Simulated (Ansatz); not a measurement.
## InSb, one cell by several methods

```xyz
4
Lattice="5.3570 0.0000 0.0000 0.0000 5.7120 0.0000 0.0000 0.0000 3.0936" Properties=species:S:1:pos:R:3 pbc="T T T"
In    0.0000    0.0000    0.0000
In    2.6785    2.8560    0.0000
Sb    2.6785    0.0000    2.5832
Sb    0.0000    2.8560    0.5104
```

Atoms are numbered in the order listed.

Conventional cell: a = 5.357 Å, b = 5.712 Å, c = 3.094 Å, α = 90.00°, β = 90.00°, γ = 90.00°. In (atom 1) is surrounded by 4 Sb at 2.73 to 2.90 Å and 2 In at 3.09 Å. Sb (atom 3) is surrounded by 4 In at 2.73 to 2.90 Å and 2 Sb at 3.09 Å.

The geometry is COD entry 1525500, unchecked; take it as a test cell. The listed cell was then made from it by scaling, straining or moving an atom.

Spin–orbit coupling is left out, though it moves levels of the heavy atoms by tenths of an eV or more.

Levels of theory: DFT, LDA, PAW with Ansatz's default frozen-core files, scalar-relativistic (Ansatz 0.2.0); DFT, LDA, all-electron LAPW, scalar-relativistic (Ansatz 0.2.0).

For PAW: a Γ-centred 6×6×11 k mesh, Fermi–Dirac smearing of 0.08 eV, cutoff 420 eV, no spin polarisation; the PAW files were made with PBE, and the program remakes their frozen cores for this functional. LAPW targets a basis error of 1 meV/atom. The Ansatz runs share mesh, smearing and spin set-up. Plane-wave (PAW) pressures include the program's estimate of the Pulay term.

Stress and pressure are positive in compression.

PAW results:

```csv
quantity,PAW
pressure (GPa),10.72
stress xx (GPa),22.02
stress yy (GPa),7.92
stress zz (GPa),2.21
"force on In1, z (eV/Å)",0.258
"force on Sb3, z (eV/Å)",-0.625
```

**Question.** What does all-electron LAPW give for the same quantities?

**Answer.** 
```csv
quantity,LAPW
pressure (GPa),10.75
stress xx (GPa),22.04
stress yy (GPa),7.96
stress zz (GPa),2.24
"force on In1, z (eV/Å)",0.258
"force on Sb3, z (eV/Å)",-0.626
```
